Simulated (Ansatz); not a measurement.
Mg2Si, DFT, PBEsol, PAW with Ansatz's default frozen-core files, scalar-relativistic (Ansatz 0.2.0), run on 1 thread of Arm Neoverse V1 on a shared host.

The cell is COD entry 9009039, as deposited and not checked against the literature; nothing was relaxed. It differs from other determinations. The listed cell was then made from it by scaling, straining or moving an atom.

Command: `ansatz run input.yaml --threads 1 --pin off --max-ram 6144MiB --backend cpu --events-out ev --progress --plain --runs-dir out`

```yaml
crystal:
  lattice:
    - [-0.03195, 3.179025, 3.179025]
    - [3.179025, -0.03195, 3.179025]
    - [3.179025, 3.179025, -0.03195]
  atoms:
    - { symbol: Mg, position: [0.25, 0.25, 0.25] }
    - { symbol: Mg, position: [0.75, 0.75, 0.75] }
    - { symbol: Si, position: [0.0, 0.0, 0.0] }
kpoints:
  mp_grid: { grid: [9, 9, 9] }
scf:
  occupations: { method: fermi_dirac, width: 0.05 }
hamiltonian:
  xc: pbesol
  pseudopotentials: { kind: paw }
output:
  forces: true
  stress: true
  eigenvalues: true
  efg: { contact_densities: true }
```

How large is the problem that the program sets up?

85 irreducible k-points, 1255 plane waves at Γ, 16 bands.

Estimate the wall time and the peak memory.

7.2 s of wall time for 7 SCF iterations, with a peak of 0.38 GiB. Times on shared machines scatter by tens of per cent.

And the same cell and mesh by crystal-made all-electron datasets, asked for forces, stress, eigenvalues, efg, on the same hardware?

5.5 s, peak memory 0.37 GiB.
